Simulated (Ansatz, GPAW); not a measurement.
This is a calculation of TaN for GPAW 26.7.0 (ASE script). The cell comes from a database or a generator and needn't be the stable form of this composition.

File run.py:

```python
from ase.dft.bandgap import bandgap
from ase.io import read, write
from ase.units import GPa
from gpaw import GPAW, PW

atoms = read('POSCAR')

calc = GPAW(mode=PW(800),
            xc='PBE',
            kpts={'size': (10, 10, 10), 'gamma': True},
            occupations={'name': 'methfessel-paxton', 'order': 0, 'width': 0.017},
            nbands=19,
            convergence={'density': 1e-05, 'energy': 1e-05},
            maxiter=150,
            txt='gpaw.txt')
atoms.calc = calc
energy = atoms.get_potential_energy()
forces = atoms.get_forces()
stress = atoms.get_stress()
calc.write('gs.gpw')
write('result.traj', atoms)
print(f'Energy: {energy:.6f} eV')
print('Forces (eV/A):')
print(forces.round(4))
print('Stress (GPa):', (stress / GPa).round(3))
print('Fermi level:', round(calc.get_fermi_level(), 4), 'eV')
print(f'Gap: {bandgap(calc)[0]:.4f} eV, direct: {bandgap(calc, direct=True)[0]:.4f} eV')
```

Contents of POSCAR:

```
TaN
1.0
    0.0000000000      2.2113230000      2.2113230000
    2.2113230000      0.0000000000      2.2113230000
    2.2113230000      2.2113230000      0.0000000000
Ta N
1 1
Direct
    0.5000000000      0.5000000000      0.5000000000
    0.0000000000      0.0000000000      0.0000000000
```

Potentials or basis: GPAW PAW data sets (gpaw-data 1.2.1), pw.

The run is started by

```bash
$ OMP_NUM_THREADS=1 python run.py
```

Q: Translate it to Ansatz 0.2.0. Potentials or basis there: Ansatz PAW, cutoff 420 eV.

A: As run (cutoffs and basis follow the program's own potentials, and thresholds, step limits or extra output files can differ):

File input.yaml:

```yaml
crystal:
  lattice:
    - [0.0, 2.211323, 2.211323]
    - [2.211323, 0.0, 2.211323]
    - [2.211323, 2.211323, 0.0]
  atoms:
    - { symbol: Ta, position: [0.5, 0.5, 0.5] }
    - { symbol: "N", position: [0.0, 0.0, 0.0] }
hamiltonian:
  xc: pbe
  pseudopotentials: { kind: paw }
kpoints:
  mp_grid: { grid: [10, 10, 10] }
scf:
  occupations: { method: gaussian, width: 0.017 }
output:
  forces: true
  stress: true
  eigenvalues: true
  write_density: true
  write_potential: true
  elf: true
  volumetric_format: npy
```

Potentials or basis: Ansatz PAW.

Command:

```sh
$ ansatz run input.yaml --threads 2 --pin off --max-ram 5632MiB --backend cpu --events-out ev --progress --plain --runs-dir out
```

Both were run:

|  | GPAW | Ansatz |
| --- | --- | --- |
| Pressure | -1.6 GPa | -1.4 GPa |

Ansatz's pressure holds a Pulay term of +0.49 GPa for its cutoff of 420 eV, which the other run lacks.

Where Ansatz's input types no cutoff or centring, it takes its own default and a Γ-centred mesh.

Pressure is positive in compression.
